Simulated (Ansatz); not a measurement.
Runs of Ansatz 0.2.0 on Ti. Symmetry: P6/mmm, No. 191, hexagonal system. The conventional cell has a = 4.567 Å, b = 4.567 Å, c = 2.826 Å, α = 90.00°, β = 90.00°, γ = 120.00°. Ti (site symmetry -6m2) is surrounded by 11 Ti at 2.64 to 2.99 Å. Ti (site symmetry 6/mmm) is surrounded by 14 Ti at 2.83 to 2.99 Å. This isn't the form of Ti at room conditions, which is hcp.

```csv
level,pressure (GPa),relaxed volume (Å³/atom)
PBE,0.0,17.14
revPBE,0.0,17.50
PBEsol,0.0,16.47
BLYP,0.0,(a)
LDA,0.0,(b)
RPBE,0.0,17.64
```

Alike in all rows: task relaxation of cell and atoms; potentials or basis all-electron LAPW, scalar-relativistic; no spin polarisation; cell relaxed; k mesh 7 × 7 × 9; smearing fermi-dirac 0.05 eV; basis error allowed 0.002 eV/atom.

**Question.** Fill in the values left out.

**Answer.** (a) 17.54; (b) 15.85.
